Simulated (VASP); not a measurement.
A run of VASP 6.6.1 is set up as follows.

INCAR

```
SYSTEM = LiHF2
PREC     = Accurate       ! precision mode
ENCUT    = 520            ! plane-wave cutoff, eV
EDIFF    = 1E-6           ! SCF threshold, eV
ISMEAR   = -1             ! smearing method
SIGMA    = 0.05           ! smearing width, eV
LREAL    = .False.        ! projectors in reciprocal space
LASPH    = .True.         ! aspherical terms in the spheres
NELM     = 100            ! most SCF steps
ALGO     = Normal         ! electronic algorithm
ISIF     = 2              ! what is computed and relaxed
LWAVE    = .False.        ! write WAVECAR
LCHARG   = .True.         ! write CHGCAR
GGA      = PE             ! functional
IVDW     = 12             ! dispersion correction
LELF     = .True.         ! ELF
LVHAR    = .True.       
NBANDS   = 61             ! bands
```

The input KPOINTS:

```
regular mesh
0
Gamma
  1 1 1
  0 0 0
```

File POSCAR:

```
LiHF2
1.0
    6.6943300000      0.0000000000      0.0000000000
    0.0000000000      6.6943300000      0.0000000000
    0.0000000000      0.0000000000      6.6943300000
Li F H
5 10 5
Direct
    0.4075538553      0.8658222705      0.4350099263
    0.7288705516     -0.0610666041      0.2181398288
    0.4828265114      0.5296870635      0.7019074351
   -0.0661007151     -0.0087387386      0.6608428327
    0.2782802760      0.9158944958      0.8023058320
    0.5121797103      0.6207043871      0.4380871573
    0.8414135545      0.3262462412      0.2691830250
    0.5486284662      0.8631633039      0.7718472200
   -0.0226310923      0.1498432255      0.8859587143
    0.1881144192      0.9380176956      0.5406665043
    0.3020765334      0.2717523636     -0.1437485155
    1.0566554084      0.7446301572      0.8517805367
    0.8308075640      0.7107806158      0.1337400457
    0.7059406991      1.0176671900      0.5100734502
    0.4421652354      0.0470846224      0.1147538290
    0.1179953782      0.2335409219     -0.1655132030
    0.9470253184      0.7153815244      0.9741975672
    0.8135989711      0.4729375457      0.2282080507
    0.6230048414      0.9173285452      0.6422300663
    0.4331426745      0.1684709299      0.0247373524
```

Potentials or basis: VASP PAW PBE potentials, release 64 (Li_sv, F, H).

The run is started by

```sh
$ cat potpaw_PBE.64/Li_sv/POTCAR potpaw_PBE.64/F/POTCAR potpaw_PBE.64/H/POTCAR > POTCAR
$ mpirun -np 1 vasp_gam > vasp.out
```

Task: Estimate the band gap on the k mesh.

Result: 5.19 eV, direct.

Task: What does it give for the dispersion energy per atom?

Result: -0.050 eV.

Task: What does it give for the largest force?

Result: 2.617 eV/Å.

Forces on the atoms (eV/Å):
```
Li  -0.084 -0.249 -0.607
Li   0.140  0.487  0.200
Li  -0.101 -0.102 -0.731
Li   0.577 -0.117 -0.265
Li  -0.383  0.301  0.152
F   -0.183  0.112  0.758
F   -0.594  2.440 -0.738
F   -0.269 -0.814  0.363
F    0.853  0.702 -1.196
F   -0.377  0.377  0.567
F    0.512  0.456 -0.537
F   -0.977 -0.396  0.895
F    0.514 -0.453 -0.987
F   -0.332 -0.730 -0.243
F    0.504  0.677 -0.323
H   -0.453 -0.739  1.581
H    0.539  0.369  0.173
H    0.567 -2.124  0.638
H    0.333  0.674 -0.216
H   -0.785 -0.873  0.516
```
